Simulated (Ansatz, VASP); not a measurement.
# One calculation of CuAu, two programs

Contents of INCAR:

```
SYSTEM = CuAu
  PREC = Accurate
  ENCUT = 520
  EDIFF = 1E-6
  ISMEAR = 0
  SIGMA = 0.15
  LREAL = .False.
  LASPH = .True.
  NELM = 100
  ALGO = Normal
  ISIF = 2
  LWAVE = .False.
  LCHARG = .False.
  NBANDS = 18
```

File KPOINTS:

```
Automatic mesh
0
Gamma
  22 22 18
  0 0 0
```

The input POSCAR:

```
CuAu
1.0
    2.7929482534      0.0000000000      0.0000000000
    0.0000000000      2.7929482534      0.0000000000
    0.0000000000      0.0000000000      3.5323529855
Cu Au
1 1
Direct
    0.5000000000      0.5000000000      0.5000000000
    0.0000000000      0.0000000000      0.0000000000
```

Input for Ansatz:

```yaml
crystal:
  lattice:
    - [2.7929482534, 0.0, 0.0]
    - [0.0, 2.7929482534, 0.0]
    - [0.0, 0.0, 3.5323529855]
  atoms:
    - { symbol: Cu, position: [0.5, 0.5, 0.5] }
    - { symbol: Au, position: [0.0, 0.0, 0.0] }
basis:
  ecutwfc: 420
kpoints:
  mp_grid: { grid: [22, 22, 18] }
hamiltonian:
  xc: lda
scf:
  occupations: { method: gaussian, width: 0.15 }
output:
  forces: true
  stress: true
  eigenvalues: true
```

Alike in both runs: task single point; functional LDA; k mesh 22 × 22 × 18; occupations gaussian, width 0.15 eV; no spin polarisation.

```csv
,VASP,Ansatz
version,VASP 6.6.1,Ansatz 0.2.0
potentials or method,"VASP PAW LDA potentials, release 64 (Cu, Au)","scalar-relativistic, plane waves, PAW"
plane-wave cutoff (eV),520,420
valence electrons in the cell,22,38
```

VASP gave:

- gap on the k mesh at the Fermi level (eV): none
- pressure (GPa): 0.6
- largest component of the traceless stress (GPa): 0.20

What did Ansatz give for the same quantities?

gap on the k mesh at the Fermi level (eV): none; pressure (GPa): 0.0; largest component of the traceless stress (GPa): 0.20.

A gap of «none» marks a metal or a gap that the smearing closes. The two sets of potentials don't hold the same shells in valence.

The runs have no spin-orbit coupling, so splittings on Au are missing.
